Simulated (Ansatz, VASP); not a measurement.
## One calculation of MgS, two programs

```xyz
4
Lattice="4.0140 0.0000 0.0000 -2.0070 3.4762 0.0000 0.0000 0.0000 6.5852" Properties=species:S:1:pos:R:3 pbc="T T T"
Mg    0.0000    2.3175    0.0023
Mg    2.0070    1.1587    3.2949
S     0.0000    2.3175    2.4672
S     2.0070    1.1587    5.7598
```

Alike in both runs: task relaxation of cell and atoms; functional r2SCAN; k mesh 6 × 6 × 4; occupations gaussian, width 0.02 eV; no spin polarisation.

|  | VASP | Ansatz |
| --- | --- | --- |
| version | VASP 6.6.1 | Ansatz 0.2.0 |
| potentials or method | VASP PAW PBE potentials, release 64 (Mg, S) | scalar-relativistic, plane waves, PAW |
| plane-wave cutoff (eV) | 600 | 500 |
| valence electrons in the cell | 16 | 32 |

|  | VASP | Ansatz | Ansatz less VASP |
| --- | --- | --- | --- |
| gap on the k mesh at the Fermi level, each at its own relaxed structure (eV) | 4.16 | 4.15 | -0.013 |
| relaxed volume (Å³/atom) | 22.58 | 22.68 | +0.101 |
| relaxed cell length with the largest relative difference (Å) | 4.022 | 4.029 | +0.0067 |
| energy change over the relaxation (meV/atom) | -3 | -2 | +0.5 |

The two sets of potentials don't hold the same shells in valence.

Caveats: the PAW data sets were made with another functional, which shifts forces and pressure a little (VASP).
